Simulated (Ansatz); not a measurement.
Sn:

```
CELL_PARAMETERS angstrom
-1.72654 1.77555 2.33834
1.72654 -1.77555 2.33834
1.72654 1.77555 -2.33834
ATOMIC_POSITIONS crystal
Sn 0.00000 0.00000 0.00000
```

This isn't the form of Sn at room conditions, which is tetragonal (white tin).

| Item | Value |
| --- | --- |
| Program | Ansatz 0.2.0 |
| Task | relaxation of cell and atoms |
| Functional | HF |
| Potentials or basis | Ansatz PAW |
| Cutoff | 420 eV (not typed: the program's choice for these potentials) |
| k mesh | 6 × 6 × 6 |
| Occupations | fermi-dirac, width 0.05 eV |
| Spin | no spin polarisation |

At the start: volume 28.67 Å³/atom.

Question: Where does the relaxation end?

Answer: It ends after 7 steps and the volume is 31.00 Å³/atom (+8.1 %); space group Immm (No. 71, to 0.05 Å).

Step by step:
```csv
step,energy change (eV),largest force (eV/Å),volume (Å³)
1,0.0000,0.0000,28.67
2,-0.0482,0.0000,30.70
3,-0.0504,0.0000,31.02
4,-0.0507,0.0000,31.11
5,-0.0508,0.0000,31.10
6,-0.0509,0.0000,31.00
7,-0.0518,0.0000,31.00
```

Final structure:
```cif
data_structure
_symmetry_space_group_name_H-M 'P 1'
_symmetry_Int_Tables_number 1
_cell_length_a 3.4764
_cell_length_b 3.4764
_cell_length_c 3.4764
_cell_angle_alpha 119.069
_cell_angle_beta 114.033
_cell_angle_gamma 96.135
_cell_volume 31.00
loop_
_atom_site_label
_atom_site_type_symbol
_atom_site_fract_x
_atom_site_fract_y
_atom_site_fract_z
_atom_site_occupancy
Sn1 Sn 0.00000 0.00000 0.00000 1
```

Caveat: the k mesh is coarse (spacing up to 0.42 Å⁻¹), so the values aren't converged, least of all with exact exchange; the plane-wave basis is chosen anew once the cell has moved, so the energies of steps on either side of that aren't comparable; the PAW data sets come from PBE, with cores solved anew for the run's functional, which leaves a small shift of forces and pressure.
